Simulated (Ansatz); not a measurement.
## Scan of one atom of the cell for CsCl (CsCl type)

Relaxed CsCl (CsCl type):

```yaml
crystal:
  lattice:
    - [4.14031, 0.00000, 0.00000]
    - [0.00000, 4.14031, 0.00000]
    - [0.00000, 0.00000, 4.14031]
  atoms:
    - { symbol: Cs, position: [0.00000, 0.00000, 0.00000] }
    - { symbol: Cl, position: [0.50000, 0.50000, 0.50000] }
```

In this cell atom 1 (Cs, nearest neighbour Cl at 3.586 Å; its periodic images, 4.1 Å or more away, move with it) is moved by s along Cartesian z, unit vector (0.000, 0.000, 1.000); all other atoms and the cell stay fixed.

Computed with r2SCAN (plane waves to 500 eV, PAW, scalar-relativistic; Ansatz, a quantum-chemistry and plane-wave program). k mesh 7×7×7 (Γ-centred), Fermi-Dirac smearing 0.05 eV. Energies are smeared free energies. Compression counts positive. F∥ is the force on the atom along that direction. CsCl was relaxed with its symmetry unable to fall. The zero of ΔE is the undisplaced structure.

```json
[
 {"s (Å)": "-0.360", "ΔE (meV/cell)": "61.0", "P (GPa)": "0.72", "F∥ (eV/Å)": "0.345"},
 {"s (Å)": "-0.288", "ΔE (meV/cell)": "38.8", "P (GPa)": "0.46", "F∥ (eV/Å)": "0.273"},
 {"s (Å)": "-0.216", "ΔE (meV/cell)": "21.7", "P (GPa)": "0.26", "F∥ (eV/Å)": "0.202"},
 {"s (Å)": "-0.144", "ΔE (meV/cell)": "9.6", "P (GPa)": "0.12", "F∥ (eV/Å)": "0.134"},
 {"s (Å)": "-0.072", "ΔE (meV/cell)": "2.4", "P (GPa)": "0.03", "F∥ (eV/Å)": "0.066"},
 {"s (Å)": "0.000", "ΔE (meV/cell)": "0.0", "P (GPa)": "0.00", "F∥ (eV/Å)": "0.000"},
 {"s (Å)": "0.072", "ΔE (meV/cell)": "2.4", "P (GPa)": "0.03", "F∥ (eV/Å)": "-0.066"},
 {"s (Å)": "0.144", "ΔE (meV/cell)": "9.6", "P (GPa)": "0.12", "F∥ (eV/Å)": "-0.134"},
 {"s (Å)": "0.216", "ΔE (meV/cell)": "21.7", "P (GPa)": "0.26", "F∥ (eV/Å)": "-0.202"},
 {"s (Å)": "0.288", "ΔE (meV/cell)": "38.8", "P (GPa)": "0.46", "F∥ (eV/Å)": "-0.273"},
 {"s (Å)": "0.360", "ΔE (meV/cell)": "61.0", "P (GPa)": "0.72", "F∥ (eV/Å)": "-0.345"}
]
```

Key numbers:

```
Property                                                                                                                                                    Result
-----------------------------------------------------------------  -----------------------------------------------------------------------------------------------
Energy at s = 0.360 Å                                                                                                                                61.0 meV/cell
Force along the line at s = -0.360 Å                                                                                                                    0.345 eV/Å
Symmetry of the curve                                                                                                                even: the same for both signs
Shape of the curve                                                                                  a single well with its minimum at or next to zero displacement
Force constant k = d²E/ds² at s = 0 (finite differences)                                                                                                0.92 eV/Å²
Harmonic estimate at the end of the scan                           ½ks² = 59.4 meV/cell against the computed 61.0 meV/cell, so the well is close to harmonic there
Zone-centre optical wavenumber from k (transverse: no LO-TO term)                                                                                          94 cm⁻¹
```

(For displaced atoms, the force is minus the slope of the energy, and its curvature is a force constant, which sets phonon frequencies.)
